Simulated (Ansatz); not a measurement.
CsCl:
```
CELL_PARAMETERS angstrom
      4.06815     0.00000     0.00000
      0.00000     4.06815     0.00000
      0.00000     0.00000     4.06815
ATOMIC_POSITIONS crystal
  Cs 0.00000 0.00000 0.00000
  Cl 0.50000 0.50000 0.50000
```

Relaxed with PBEsol. Special points in fractions of this cell's reciprocal vectors: Γ (0.000, 0.000, 0.000); X (0.000, 0.500, 0.000); M (0.500, 0.500, 0.000); R (0.500, 0.500, 0.500).

Q: List the band energies nearest the valence-band maximum at these points for plane-wave PAW PBEsol (Ansatz code).

A: In eV from the valence-band maximum; about four levels below and three above (degenerate sets whole), none deeper than 8.9 eV; points with the same levels are listed once.

```
k                                below                above
-  -----------------------------------  -------------------
Γ     -5.75 -5.75 -5.75 0.00 0.00 0.00       5.23 5.23 5.24
X        -5.58 -5.58 -1.29 -0.28 -0.28       6.33 7.69 8.78
M              -5.47 -0.44 -0.44 -0.09  5.85 5.92 7.93 7.93
R  -6.34 -6.34 -6.34 -1.23 -1.23 -1.23       8.60 8.60 8.60
```

Space group Pm-3m (CsCl type). The cell was relaxed with PBEsol under the symmetry of its start. Scalar-relativistic: spin–orbit coupling is off unless named, which matters more the heavier the elements.

Potentials: the later of the program's two PAW sets.
